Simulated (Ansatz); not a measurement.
Computed with DFT PBE, scalar-relativistic, plane waves, PAW in Ansatz. Settings: cutoff 420 eV, Γ-centred meshes spaced at most about 0.3 Å⁻¹, and about 0.25 Å⁻¹ or finer for metals (2π included), Gaussian smearing. No spin polarisation.

Temperature and zero-point effects are left out.

Two relaxed structures of Sb5S2:

A.

```
CELL_PARAMETERS angstrom
2.04536 1.18089 14.23747
-2.04536 1.18089 14.23747
0.00000 -2.36178 14.23747
ATOMIC_POSITIONS crystal
Sb 0.42952 0.42952 0.42952
Sb 0.71165 0.71165 0.71165
Sb 0.57048 0.57048 0.57048
Sb 0.28835 0.28835 0.28835
Sb 0.00000 0.00000 0.00000
S 0.12706 0.12706 0.12706
S 0.87294 0.87294 0.87294
```

B.

```
CELL_PARAMETERS angstrom
2.06081 1.18981 13.33634
-2.06081 1.18981 13.33634
0.00000 -2.37962 13.33634
ATOMIC_POSITIONS crystal
Sb 0.00000 0.00000 0.00000
Sb 0.42597 0.42597 0.42597
Sb 0.57403 0.57403 0.57403
Sb 0.13386 0.13386 0.13386
Sb 0.86614 0.86614 0.86614
S 0.70407 0.70407 0.70407
S 0.29593 0.29593 0.29593
```

Problem. Which placement of the atoms is lower in energy, and by how much?

Solution. B is lower, by 122 meV/atom. The two share one framework of sites and differ in which element sits where. A has space group R-3m (No. 166), 29.5 Å³/atom and no gap on its mesh; B has space group R-3m (No. 166), 28.0 Å³/atom and no gap. Counting Sb atoms around S (those within 1.25 times the shortest such distance or 1.15 times the sum of covalent radii, 1.27 where that leaves under three; a plus sign parts nearer from farther groups), A has S 3 and B has S 3+3. A and B both hold Sb–Sb nets. Both come from invented guesses.

No dispersion correction is applied, so the spacing and binding between layers, chains or molecules are poorly described (R-3m at 29.5 Å³/atom, R-3m at 28.0 Å³/atom), and this can change margins and order among such cells. Spin–orbit coupling, which can matter for Sb, is left out. In R-3m at 29.5 Å³/atom, R-3m at 28.0 Å³/atom an odd number of electrons in the primitive cell allows no gap without spin; a larger cell or a magnetic state could open one. Cells relaxed within their symmetry can be saddle points.
